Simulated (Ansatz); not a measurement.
**ZnO (P6/mmm)**

These are results of Ansatz, DFT PBE, scalar-relativistic, plane waves, PAW, not measurements.

Cutoff 420 eV; k points 6×6×8 on the computed 2-atom cell (Γ-centred); Gaussian smearing, width 0.02 eV; no spin polarisation.

The structure is relaxed at this level of theory with its symmetry kept, and needn't be the ground state of this composition.

```cif
data_structure
_symmetry_space_group_name_H-M 'P 1'
_symmetry_Int_Tables_number 1
_cell_length_a 4.9341
_cell_length_b 4.9341
_cell_length_c 3.4590
_cell_angle_alpha 90.000
_cell_angle_beta 90.000
_cell_angle_gamma 120.000
_cell_volume 72.93
loop_
_atom_site_label
_atom_site_type_symbol
_atom_site_fract_x
_atom_site_fract_y
_atom_site_fract_z
_atom_site_occupancy
Zn1 Zn 0.00000 0.00000 0.00000 1
O1 O 0.00000 0.00000 0.50000 1
```

Task: Formation energy from the elements' standard states (uncorrected)?

Result: -0.729 eV/atom.

Task: Kohn–Sham band gap?

Result: 1.80 eV.

Task: Orbital (Löwdin) character of the top 1 eV of the valence band?

Result: O 2p 87 %, Zn 3d 10 %.

Task: Orbital (Löwdin) character of the lowest 1 eV of the conduction band?

Result: Zn 4s 71 %, O 2s 14 %, unprojected 6 %.

Task: Bader charge by site (e)?

Result: Zn (1 in the cell) 1.20, O (1 in the cell) -1.20.

The cell holds layers, chains or molecules and no dispersion correction was added, so their binding is poorly described.

Another cell of ZnO relaxed alike, in P6_3mc, lies 0.70 eV/atom lower, so this cell isn't the stable form at this level.

The cell was found from a structure generator's guess, not taken from experiment. Kohn–Sham gaps at this level usually fall short of measured ones. Löwdin shares on free-atom orbitals overweight diffuse shells in the empty bands.
